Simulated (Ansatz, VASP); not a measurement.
# Two plane-wave programs on HfO2

Contents of INCAR:

```
PREC = Accurate
ENCUT = 520
EDIFF = 1E-6
ISMEAR = 0
SIGMA = 0.05
LREAL = F
LASPH = T
NELM = 100
ALGO = Normal
ISIF = 2
LWAVE = F
LCHARG = F
GGA = PS
NBANDS = 18
```

The input KPOINTS:

```
Automatic mesh
0
Gamma
  8 8 8
```

The input POSCAR:

```
HfO2
1.0
    0.0000000000      2.4926853104      2.5808315659
    2.4926853104      0.0000000000      2.5808315659
    2.4926853104      2.4926853104      0.0000000000
Hf O
1 2
Direct
   -0.0014678348      0.0014678348      0.0014678348
    0.2581877273      0.2418122727      0.2418122727
    0.7581877273      0.7418122727      0.7418122727
```

Input for Ansatz:

```yaml
crystal:
  lattice:
    - [0.0, 2.4926853104, 2.5808315659]
    - [2.4926853104, 0.0, 2.5808315659]
    - [2.4926853104, 2.4926853104, 0.0]
  atoms:
    - { symbol: Hf, position: [-0.0014678348, 0.0014678348, 0.0014678348] }
    - { symbol: O, position: [0.2581877273, 0.2418122727, 0.2418122727] }
    - { symbol: O, position: [0.7581877273, 0.7418122727, 0.7418122727] }
basis:
  ecutwfc: 520.0
kpoints:
  mp_grid: { grid: [8, 8, 8] }
hamiltonian:
  xc: pbesol
  pseudopotentials: { kind: paw, azcp: { folder: soft_1 } }
scf:
  occupations: { method: gaussian, width: 0.05 }
output:
  forces: true
  stress: true
  eigenvalues: true
```

Change from the starting cell: mode 4 frozen in at -0.041 Å, strain +e along z and -e/2 along x and y +0.0233.

Alike in both runs: task single point; functional PBEsol; k mesh 8 × 8 × 8; occupations gaussian, width 0.05 eV; no spin polarisation.

```csv
,VASP,Ansatz
version,VASP 6.6.1,Ansatz 0.2.0
potentials or method,"VASP PAW PBE potentials, release 64 (Hf_pv, O)","scalar-relativistic, plane waves, PAW"
plane-wave cutoff (eV),520,520
valence electrons in the cell,22,38
```

Ansatz gave:

| Property | Result |
| --- | --- |
| gap on the k mesh at the Fermi level (eV) | 3.42 |
| least direct gap on the mesh (eV) | 3.51 |
| pressure (GPa) | 0.4 |
| largest component of the traceless stress (GPa) | 10.87 |
| rms of the force components (eV/Å) | 0.113 |

**Question.** Estimate VASP's values.

**Answer.** gap on the k mesh at the Fermi level (eV): 3.43; least direct gap on the mesh (eV): 3.52; pressure (GPa): -3.3; largest component of the traceless stress (GPa): 11.07; rms of the force components (eV/Å): 0.109.

Atom by atom the forces differ by 0.004 eV/Å (rms over components). The functional is the same, so the differences come from potentials, cutoffs and numerics. The two sets of potentials don't hold the same shells in valence. Ansatz warned: «pseudo_functional_mismatch».

Caveats: the PAW data sets were made with another functional, which shifts forces and pressure a little (VASP); spin-orbit coupling is left out, which moves the levels of the heavy elements. A k mesh can miss the band edges.
